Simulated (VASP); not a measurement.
# AlNi3 (Pm-3m) in VASP: single point with PBE

Aim: the single point of AlNi3 with PBE.

All numbers are computed with VASP 6.6.1; they aren't measurements. Logs are shortened: lines on timing, memory, paths and dates and some standing lists are left out, and cuts for length are marked.

## Step 1: The crystal as given

Symmetry: Pm-3m, No. 221, cubic system. Conventional cell: a = 3.523 Å, b = 3.523 Å, c = 3.523 Å, α = 90.00°, β = 90.00°, γ = 90.00°. Around Al (site symmetry m-3m) lie 12 Ni at 2.49 Å. Ni (site symmetry 4/mmm) is surrounded by 4 Al at 2.49 Å and 8 Ni at 2.49 Å.

The cell is a database's computed one.

## Step 2: Single point, PBE, collinear spin, typed start

INCAR reads:

```
PREC     = Accurate       # precision mode
ENCUT    = 520            # plane-wave cutoff, eV
EDIFF    = 1E-6           # SCF threshold, eV
ISMEAR   = 0              # smearing method
SIGMA    = 0.1            # smearing width, eV
LREAL    = False          # projectors in reciprocal space
LASPH    = True           # aspherical terms in the spheres
NELM     = 150            # most SCF steps
ALGO     = Normal         # electronic algorithm
ISIF     = 2              # what is computed and relaxed
LWAVE    = False          # write WAVECAR
LCHARG   = False          # write CHGCAR
ISPIN    = 2              # spin polarisation
MAGMOM   = 0 2 2 2        # initial moments
LORBIT   = 11             # projections on sites
LMAXMIX  = 4              # l up to which the mixer works
GGA      = PE             # functional
NBANDS   = 28             # bands
```

KPOINTS reads:

```
Automatic mesh
0
Gamma
  4 4 4
```

POSCAR reads:

```
AlNi3
1.0
    3.5230547267      0.0000000000      0.0000000000
    0.0000000000      3.5230547267      0.0000000000
    0.0000000000      0.0000000000      3.5230547267
Al Ni
1 3
Direct
    0.0000000000      0.0000000000      0.0000000000
    0.0000000000      0.5000000000      0.5000000000
    0.5000000000      0.0000000000      0.5000000000
    0.5000000000      0.5000000000      0.0000000000
```

Potentials or basis: VASP PAW PBE potentials, release 64 (Al, Ni).

Command:

```
> cat potpaw_PBE.64/Al/POTCAR potpaw_PBE.64/Ni/POTCAR > POTCAR
> mpirun -np 1 vasp_std > vasp.out
```

OUTCAR:

```text
PREC = Accurate
   ENCUT = 520
   EDIFF = 1E-6
   ISMEAR = 0
   LREAL = False
   LASPH = True
   NELM = 150
   ISIF = 2
   ISPIN = 2
   LORBIT = 11
   GGA = PE

 ion  position               nearest neighbor table
   1  0.000  0.000  0.000-   2 2.49   3 2.49   4 2.49   2 2.49   3 2.49   2 2.49   4 2.49   2 2.49
                             3 2.49   4 2.49   3 2.49   4 2.49
   2  0.000  0.500  0.500-   1 2.49   3 2.49   4 2.49   1 2.49   4 2.49   1 2.49   3 2.49   1 2.49
                             3 2.49   4 2.49   4 2.49   3 2.49
   3  0.500  0.000  0.500-   1 2.49   2 2.49   4 2.49   1 2.49   4 2.49   2 2.49   4 2.49   4 2.49
                             1 2.49   2 2.49   1 2.49   2 2.49
   4  0.500  0.500  0.000-   1 2.49   2 2.49   3 2.49   2 2.49   3 2.49   1 2.49   3 2.49   3 2.49
                             1 2.49   2 2.49   2 2.49   1 2.49

  LATTYP: Found a simple cubic cell.
 ALAT       =     3.5230547267

  Lattice vectors:

 A1 = (   3.5230547267,   0.0000000000,   0.0000000000)
 A2 = (   0.0000000000,   3.5230547267,   0.0000000000)
 A3 = (   0.0000000000,   0.0000000000,   3.5230547267)

Analysis of symmetry for initial positions (statically):
=====================================================================
 Subroutine PRICEL returns:
 Original cell was already a primitive cell.

 Routine SETGRP: Setting up the symmetry group for a
 simple cubic supercell.

 Subroutine GETGRP returns: Found 48 space group operations
 (whereof 48 operations were pure point group operations)
 out of a pool of 48 trial point group operations.

The static configuration has the point symmetry O_h .

Analysis of symmetry for dynamics (positions and initial velocities):
=====================================================================
 Subroutine PRICEL returns:
 Original cell was already a primitive cell.

 Routine SETGRP: Setting up the symmetry group for a
 simple cubic supercell.

 Subroutine GETGRP returns: Found 48 space group operations
 (whereof 48 operations were pure point group operations)
 out of a pool of 48 trial point group operations.

The dynamic configuration has the point symmetry O_h .

Analysis of structural, dynamic, and magnetic symmetry:
=====================================================================
 Subroutine PRICEL returns:
 Original cell was already a primitive cell.

 Routine SETGRP: Setting up the symmetry group for a
 simple cubic supercell.

 Subroutine GETGRP returns: Found 48 space group operations
 (whereof 48 operations were pure point group operations)
 out of a pool of 48 trial point group operations.

The overall configuration has the point symmetry O_h .

 Subroutine INISYM returns: Found 48 space group operations
 (whereof 48 operations are pure point group operations),
 and found     1 'primitive' translations

----------------------------------------------------------------------------------------

                                     Primitive cell

  volume of cell :      43.7279

  direct lattice vectors                    reciprocal lattice vectors
     3.523054727  0.000000000  0.000000000     0.283844583  0.000000000  0.000000000
     0.000000000  3.523054727  0.000000000     0.000000000  0.283844583  0.000000000
     0.000000000  0.000000000  3.523054727     0.000000000  0.000000000  0.283844583

  length of vectors
     3.523054727  3.523054727  3.523054727     0.283844583  0.283844583  0.283844583

  position of ions in fractional coordinates (direct lattice)
     0.000000000  0.000000000  0.000000000
     0.000000000  0.500000000  0.500000000
     0.500000000  0.000000000  0.500000000
     0.500000000  0.500000000  0.000000000

  ion indices of the primitive-cell ions
   primitive index   ion index
                 1           1
                 2           2
                 3           3
                 4           4

----------------------------------------------------------------------------------------

 KPOINTS: Automatic mesh

Automatic generation of k-mesh.
 Grid dimensions read from file:
 generate k-points for:    4    4    4

 Generating k-lattice:

  Cartesian coordinates                     Fractional coordinates (reciprocal lattice)
     0.070961146  0.000000000  0.000000000     0.250000000  0.000000000  0.000000000
     0.000000000  0.070961146  0.000000000     0.000000000  0.250000000  0.000000000
     0.000000000  0.000000000  0.070961146     0.000000000  0.000000000  0.250000000

  Length of vectors
     0.070961146  0.070961146  0.070961146

  Shift w.r.t. Gamma in fractional coordinates (k-lattice)
     0.000000000  0.000000000  0.000000000

 Subroutine IBZKPT returns following result:
 ===========================================

 Found     10 irreducible k-points:

 Following reciprocal coordinates:
            Coordinates               Weight
  0.000000  0.000000  0.000000      1.000000
  0.250000  0.000000  0.000000      6.000000
  0.500000  0.000000  0.000000      3.000000
  0.250000  0.250000  0.000000     12.000000
  0.500000  0.250000  0.000000     12.000000
  0.500000  0.500000  0.000000      3.000000
  0.250000  0.250000  0.250000      8.000000
  0.500000  0.250000  0.250000     12.000000
  0.500000  0.500000  0.250000      6.000000
  0.500000  0.500000  0.500000      1.000000
   k-points           NKPTS =     10   k-points in BZ     NKDIM =     10   number of bands    NBANDS=     28
   number of dos      NEDOS =    301   number of ions     NIONS =      4
   total plane-waves  NPLWV =  21952
   dimension x,y,z NGX =    28 NGY =   28 NGZ =   28
   dimension x,y,z NGXF=    56 NGYF=   56 NGZF=   56
   ions per type =               1   3
   NGX,Y,Z   is equivalent  to a cutoff of  13.21, 13.21, 13.21 a.u.
   NGXF,Y,Z  is equivalent  to a cutoff of  26.43, 26.43, 26.43 a.u.
 SYSTEM =  unknown system
   PREC   = accura    normal or accurate (medium, high low for compatibility)
   ISTART =      0    job   : 0-new  1-cont  2-samecut
   ICHARG =      2    charge: 1-file 2-atom 10-const
   ISPIN  =      2    spin polarized calculation?
   LNONCOLLINEAR =      F non collinear calculations
   LSORBIT =      F    spin-orbit coupling
   LASPH  =      T    aspherical Exc in radial PAW
   ENCUT  =  520.0 eV  38.22 Ry    6.18 a.u.   6.55  6.55  6.55*2*pi/ulx,y,z
   NELM   =    150;   NELMIN=  2; NELMDL= -5     # of ELM steps
   EDIFF  = 0.1E-05   stopping-criterion for ELM
   LREAL  =      F    real-space projection
   EDIFFG = 0.1E-04   stopping-criterion for IOM
   NSW    =      0    number of steps for IOM
   IBRION =     -1    ionic relax: 0-MD 1-quasi-New 2-CG
   NFREE  =      0    steps in history (QN), initial steepest desc. (CG)
   ISIF   =      2    stress and relaxation
   ISYM   =      2    0-nonsym 1-usesym 2-fastsym
   POTIM  = 0.5000    time-step for ionic-motion
   TEBEG  =    0.0;   TEEND  =   0.0 temperature during run
   PSTRESS=    0.0 pullay stress
   NELECT =      33.0000    total number of electrons
   NUPDOWN=      -1.0000    fix difference up-down
   EMIN   =  10.00;   EMAX   =-10.00  energy-range for DOS
   EFERMI =   0.00;   METHOD = LEGACY
   ISMEAR =     0;   SIGMA  =   0.10  broadening in eV -4-tet -1-fermi 0-gaus
   EFERMI_NEDOS =   21; number of points for ismear=-14 and -15
   IALGO  =     38    algorithm
   IMIX   =      4    mixing-type and parameters
     AMIX     =   0.40;   BMIX     =  1.00
     AMIX_MAG =   1.60;   BMIX_MAG =  1.00
  volume/ion in A,a.u.               =      10.93        73.77
  Fermi-wavevector in a.u.,A,eV,Ry     =   1.490482  2.816603 30.225843  2.221537
  Thomas-Fermi vector in A             =   2.603258
   LORBIT       =     11    0 simple, 1 ext, 2 COOP (PROOUT), +10 PAW based schemes
   GGA     = PE    functional components
   LHFCALC =     F    Hartree Fock is set to
   AEXX    =    0.0000 exact exchange contribution
   IVDW    =     0    specifies the selected vdW correction
   LEPSILON=     F    determine dielectric tensor
   LRPA    =     F    only Hartree local field effects (RPA)
 spin polarized calculation
 Gauss-broadening in eV      SIGMA  =   0.10
  energy-cutoff  :      520.00
  volume of cell :       43.73
 maximum number of plane-waves:      1208
 NGX is ok and might be reduce to    28
   NGX = 13   NGY = 13   NGZ = 13

 number of electron      32.9999980 magnetization       0.0005149

 Free energy of the ion-electron system (eV)
  ---------------------------------------------------
  ext. energy  EPLUGINS =         0.00000000
  ---------------------------------------------------
  free energy    TOTEN  =       -21.93625971 eV

  energy without entropy =      -21.91562783  energy(sigma->0) =      -21.92594377

 E-fermi :   9.9603     XC(G=0): -12.8520

 val. band max:        9.9566502471   @ k =   0.2500   0.2500   0.2500
 cond. band min:       9.9986707382   @ k =   0.2500   0.2500   0.0000
 fundamental gap:      0.0420204911
 Fermi energy:         9.9602530346

 spin component 1

 k-point     1 :       0.0000    0.0000    0.0000
  band No.  band energies     occupation
      1      -0.2526      1.00000
      2       5.5145      1.00000
      3       6.2354      1.00000
      4       6.2354      1.00000
      5       6.6735      1.00000
      6       6.6735      1.00000
[... 299 lines left out ...]
     27      30.1863      0.00000
     28      30.1863      0.00000
 Fermi energy:         9.9602530346

 spin component 2

 k-point     1 :       0.0000    0.0000    0.0000
  band No.  band energies     occupation
      1      -0.2526      1.00000
      2       5.5145      1.00000
      3       6.2355      1.00000
      4       6.2355      1.00000
      5       6.6737      1.00000
      6       6.6737      1.00000
[... 299 lines left out ...]
     27      30.1863      0.00000
     28      30.1863      0.00000

------------------------ aborting loop because EDIFF is reached ----------------------------------------

  FORCE on cell =-STRESS in cart. coord.  units (eV):
  Direction    XX          YY          ZZ          XY          YZ          ZX
  --------------------------------------------------------------------------------------
  -------------------------------------------------------------------------------------
  Total        1.8188065      1.8188065      1.8188065     -0.0000000      0.0000000     -0.0000000
  in kB       66.6406007     66.6406007     66.6406007     -0.0000000      0.0000000     -0.0000000
  external PRESSURE =      66.6406007 kB  Pullay stress =       0.0000000 kB

 VOLUME and BASIS-vectors are now :
 -----------------------------------------------------------------------------
  energy-cutoff  :      520.00
  volume of cell :       43.73
      direct lattice vectors                 reciprocal lattice vectors
     3.523054727  0.000000000  0.000000000     0.283844583  0.000000000  0.000000000
     0.000000000  3.523054727  0.000000000     0.000000000  0.283844583  0.000000000
     0.000000000  0.000000000  3.523054727     0.000000000  0.000000000  0.283844583

 POSITION                                       TOTAL-FORCE (eV/Angst)
 -----------------------------------------------------------------------------------
      0.00000      0.00000      0.00000         0.000000      0.000000      0.000000
      0.00000      1.76153      1.76153         0.000000      0.000000      0.000000
      1.76153      0.00000      1.76153         0.000000      0.000000      0.000000
      1.76153      1.76153      0.00000         0.000000      0.000000      0.000000
 -----------------------------------------------------------------------------------
    total drift:                                0.000000      0.000000      0.000000

  FREE ENERGIE OF THE ION-ELECTRON SYSTEM (eV)
  ---------------------------------------------------
  free  energy   TOTEN  =       -21.9362597060 eV

  energy  without entropy=      -21.9156278313  energy(sigma->0) =      -21.92594377

 total charge

# of ion       s       p       d       tot
------------------------------------------
    1        0.408   0.409   0.000   0.817
    2        0.506   0.540   8.405   9.451
    3        0.506   0.540   8.405   9.451
    4        0.506   0.540   8.405   9.451
--------------------------------------------------
tot          1.925   2.029  25.214  29.168

 magnetization (x)

# of ion       s       p       d       tot
------------------------------------------
    1       -0.000  -0.000   0.000  -0.000
    2       -0.000  -0.000   0.000   0.000
    3       -0.000  -0.000   0.000   0.000
    4       -0.000  -0.000   0.000   0.000
--------------------------------------------------
tot         -0.000  -0.000   0.000   0.000
```

Wall time 56 s (1 thread of Intel Xeon Platinum 8175M at 2.50GHz (Skylake/Cascade Lake), shared host); peak memory 0.17 GiB.

Results:

- Free energy: -21.9363 eV
- Pressure: 6.7 GPa
- Band gap on the k mesh: none (metal or under the smearing width)
- Net moment: 0.00 μB per cell
- Valence electrons inside the program's atomic spheres: Al 0.82; Ni 9.45

Levels at points of the mesh, in eV from the Fermi level:
Spin up:
| k point | band 14 | band 15 | band 16 | band 17 | band 18 | band 19 |
| --- | --- | --- | --- | --- | --- | --- |
| (0.00, 0.00, 0.00) | 0.15 | 0.15 | 0.15 | 0.83 | 0.83 | 0.83 |
| (0.50, 0.00, 0.00) | -1.11 | -0.96 | -0.42 | 0.15 | 5.65 | 5.65 |
| (0.50, 0.50, 0.00) | -1.18 | -0.90 | -0.80 | -0.54 | 1.02 | 1.02 |
| (0.50, 0.50, 0.50) | -1.01 | -1.01 | -0.24 | -0.06 | -0.06 | -0.06 |
Spin down:
```tsv
k point	band 13	band 14	band 15	band 16	band 17	band 18	band 19	band 20
(0.00, 0.00, 0.00)	-0.12	0.15	0.15	0.15	0.83	0.83	0.83	6.75
(0.50, 0.00, 0.00)	-1.11	-1.11	-0.96	-0.42	0.15	5.65	5.65	5.69
(0.50, 0.50, 0.00)	-1.26	-1.18	-0.90	-0.80	-0.54	1.02	1.02	8.31
(0.50, 0.50, 0.50)	-1.27	-1.01	-1.01	-0.24	-0.06	-0.06	-0.06	3.60
```

Caveat: the k mesh is coarse (spacing up to 0.45 Å⁻¹), so the values aren't converged; the starting moments collapsed, and a magnetic state may lie lower.
